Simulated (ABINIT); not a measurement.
Input of an ABINIT 10.8.3 (patched build) run:

Contents of run.abi:

```
# Datasets: one volume each
ndtset 7
getwfk -1
scalecart1 3*0.9795861087
scalecart2 3*0.9864848297
scalecart3 3*0.9932883884
scalecart4 3*1.0000000000
scalecart5 3*1.0066227096
scalecart6 3*1.0131594038
scalecart7 3*1.0196128224

# Pseudopotentials
pp_dirpath "./"
pseudos "Lu.LDA_PW-JTH.xml, H.LDA_PW-JTH.xml"

# Structure
acell 3.5588684297 3.5588684297 3.5588684297 Angstrom
rprim
     0.0000000000     0.7071067812     0.7071067812
     0.7071067812     0.0000000000     0.7071067812
     0.7071067812     0.7071067812     0.0000000000
ntypat 2
znucl 71 1
natom 3
typat 1 2 2
xred
     0.0000000000     0.0000000000     0.0000000000
     0.7500000000     0.7500000000     0.7500000000
     0.2500000000     0.2500000000     0.2500000000

# Plane-wave basis
ecut 25.0
pawecutdg 47.0

# k points
kptopt 1
ngkpt 9 9 9
nshiftk 1
shiftk 0.0 0.0 0.0

# Exchange and correlation
ixc 7

# Bands and occupations
nband 18
occopt 3
tsmear 0.05 eV

# SCF cycle
nstep 100
tolvrs 1.0e-9

# Output
iomode 3
prtwf 1
prtden 0
prteig 0
prtebands 0
enunit 2
```

Potentials or basis: JTH PAW LDA v2.0.

Run with:

```sh
$ abinit run.abi > log 2>&1
```

What does it give for the bulk modulus?

106 GPa (rough).

What does it give for the equilibrium volume?

9.92 Å³/atom (rough: see the caveat).

Energy against volume, from the lowest point:
```csv
volume (Å³/atom),energy (meV/atom)
9.987,0.00
10.199,2.38
10.412,7.38
10.624,14.78
10.837,24.29
11.049,35.74
11.262,48.91
```

Caveat: pressures at fixed basis lie under the slope of the energies; the minimum lies outside the volumes run. The run has no spin-orbit coupling, so splittings on Lu are missing.
